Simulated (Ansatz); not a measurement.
## Density of states of ZrO2

```cif
data_structure
_symmetry_space_group_name_H-M 'Fm-3m'
_symmetry_Int_Tables_number 225
_cell_length_a 5.0700
_cell_length_b 5.0700
_cell_length_c 5.0700
_cell_angle_alpha 90.000
_cell_angle_beta 90.000
_cell_angle_gamma 90.000
_cell_volume 130.32
loop_
_atom_site_label
_atom_site_type_symbol
_atom_site_symmetry_multiplicity
_atom_site_Wyckoff_symbol
_atom_site_fract_x
_atom_site_fract_y
_atom_site_fract_z
_atom_site_occupancy
Zr1 Zr 4 a 0.00000 0.00000 0.00000 1
O1 O 8 c 0.25000 0.75000 0.75000 1
```

The runs use the primitive cell with vectors (0.000, 2.535, 2.535), (2.535, 0.000, 2.535), (2.535, 2.535, 0.000) Å, to which the k mesh refers.

The structure is cubic, space group Fm-3m (No. 225). The conventional cell has a = 5.070 Å, b = 5.070 Å, c = 5.070 Å, α = 90.00°, β = 90.00°, γ = 90.00°. Zr (site symmetry m-3m) is surrounded by 8 O at 2.20 Å. O (site symmetry -43m) is surrounded by 4 Zr at 2.20 Å.

The cell comes from COD entry 9009051, which wasn't checked; take it as a given geometry. It differs from other determinations.

Level of theory: DFT, PBE, all-electron LAPW, scalar-relativistic in Ansatz 0.2.0.

Sampling and basis: a Γ-centred 9×9×9 k mesh, Fermi–Dirac smearing of 0.03 eV, basis error target 1 meV/atom, no spin polarisation.

States per eV and cell, averaged over 0.4 eV, from -6.1 to 4.9 eV, with energies (bin centres) from the valence-band top; empty bins are left out. The partial columns, the largest 4 alone, are projections on Löwdin-orthogonalised atomic shells (those that the program's projection atoms carry: the occupied ones and, for some elements, an empty d or f shell; other empty shells have no column), summed over atoms of an element. Weights on diffuse s and p shells depend on that basis and aren't pure angular character.

```
E (eV)  total  O 2p  Zr 4d  Zr 5s  O 2s
  -6.0   0.03  0.02   0.01   0.00  0.00
  -5.6   0.33  0.22   0.08   0.02  0.00
  -5.2   0.96  0.65   0.26   0.03  0.00
  -4.8   3.44  2.38   0.95   0.04  0.01
  -4.4   2.06  1.44   0.57   0.02  0.01
  -4.0   2.95  2.24   0.58   0.06  0.02
  -3.6   2.04  1.64   0.28   0.04  0.03
  -3.2   2.49  2.05   0.28   0.07  0.04
  -2.8   1.06  0.88   0.10   0.03  0.02
  -2.4   1.94  1.62   0.21   0.02  0.04
  -2.0   2.17  1.85   0.23   0.02  0.03
  -1.6   2.38  2.07   0.22   0.02  0.03
  -1.2   3.70  3.26   0.34   0.02  0.01
  -0.8   3.31  3.06   0.17   0.01  0.02
  -0.4   1.07  1.02   0.03   0.00  0.01
   0.0   0.07  0.07   0.00   0.00  0.00
   3.6   0.25  0.01   0.24   0.00  0.00
   4.0   4.41  0.45   3.85   0.04  0.03
   4.4   3.69  0.48   3.14   0.02  0.01
   4.8   1.65  0.12   1.51   0.01  0.00
```

Question: Which of the resolved shells contributes most in the top eV of the valence band?

Answer: O 2p, with 93 % of all states there; Zr 4d follows with 4 %.

Question: Where is the centre of the filled Zr 4d states between -12 eV and the top of the filled states?

Answer: -3.56 eV from the valence-band top.
